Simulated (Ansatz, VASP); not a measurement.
# Ga: VASP beside Ansatz

The input INCAR:

```
PREC = Accurate ; ENCUT = 520
EDIFF = 1E-6 ; ISMEAR = -1
SIGMA = 0.08 ; LREAL = False
LASPH = True ; NELM = 60
ALGO = Normal ; ISIF = 2
LWAVE = False ; LCHARG = True
GGA = PS ; LELF = True
LVHAR = True ; NBANDS = 20
```

The input KPOINTS:

```
Automatic mesh
0
Gamma
  13 13 13
```

File POSCAR:

```
Ga
1.0
    0.0000000000      2.8013437027      2.8013437027
    2.8013437027      0.0000000000      2.8013437027
    2.8013437027      2.8013437027      0.0000000000
Ga
2
Direct
   -0.1250000000     -0.1250000000     -0.1250000000
    0.1250000000      0.1250000000      0.1250000000
```

Input for Ansatz:

```yaml
crystal:
  lattice:
    - [0.0, 2.8013437027, 2.8013437027]
    - [2.8013437027, 0.0, 2.8013437027]
    - [2.8013437027, 2.8013437027, 0.0]
  atoms:
    - { symbol: Ga, position: [-0.125, -0.125, -0.125] }
    - { symbol: Ga, position: [0.125, 0.125, 0.125] }
kpoints:
  mp_grid: { grid: [13, 13, 13] }
scf:
  occupations: { method: fermi_dirac, width: 0.08 }
hamiltonian:
  xc: pbesol
  pseudopotentials: { kind: all_electron, lapw: { basis_error: 0.001 } }
output:
  forces: true
  stress: true
  eigenvalues: true
  populations: true
```

Change from the starting cell: volume scaled by 0.92, LAPW.

Alike in both runs: task single point; functional PBEsol; k mesh 13 × 13 × 13; occupations fermi-dirac, width 0.08 eV; no spin polarisation.

|  | VASP | Ansatz |
| --- | --- | --- |
| version | VASP 6.6.1 | Ansatz 0.2.0 |
| potentials or method | VASP PAW PBE potentials, release 64 (Ga_d) | all-electron LAPW, scalar-relativistic |
| plane-wave cutoff (eV) | 520 | see its input |

|  | VASP | Ansatz | Ansatz less VASP |
| --- | --- | --- | --- |
| pressure (GPa) | 4.4 | 4.4 | -0.07 |

Ansatz ran all-electron here, so the differences hold the error of VASP's frozen core and of both bases.

Caveats: the PAW data sets were made with another functional, which shifts forces and pressure a little (VASP).
